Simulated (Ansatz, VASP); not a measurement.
**One calculation of As, two programs**

```
CELL_PARAMETERS angstrom
1.87975 1.08527 3.48577
-1.87975 1.08527 3.48577
0.00000 -2.17055 3.48577
ATOMIC_POSITIONS crystal
As 0.22754 0.22754 0.22754
As 0.77246 0.77246 0.77246
```

Alike in both runs: task electric field gradients; functional LDA; k mesh 11 × 11 × 11; occupations fermi-dirac, width 0.03 eV; no spin polarisation.

|  | VASP | Ansatz |
| --- | --- | --- |
| version | VASP 6.6.1 | Ansatz 0.2.0 |
| potentials or method | VASP PAW LDA potentials, release 64 (As) | PAW with Ansatz's default frozen-core files, scalar-relativistic |
| plane-wave cutoff (eV) | 520 | 420 |
| valence electrons in the cell | 10 | 30 |

```tsv
	VASP	Ansatz	Ansatz less VASP
pressure (GPa)	-1.1	-1.6	-0.41
largest component of the traceless stress (GPa)	0.79	0.67	-0.125
rms of the force components (eV/Å)	0.078	0.038	-0.0395
Vzz of the field gradient on the site that differs most (V/Å²)	-44.9	-47.3	-2.47
```

Atom by atom the forces differ by 0.040 eV/Å (rms over components). The two sets of potentials don't hold the same shells in valence.
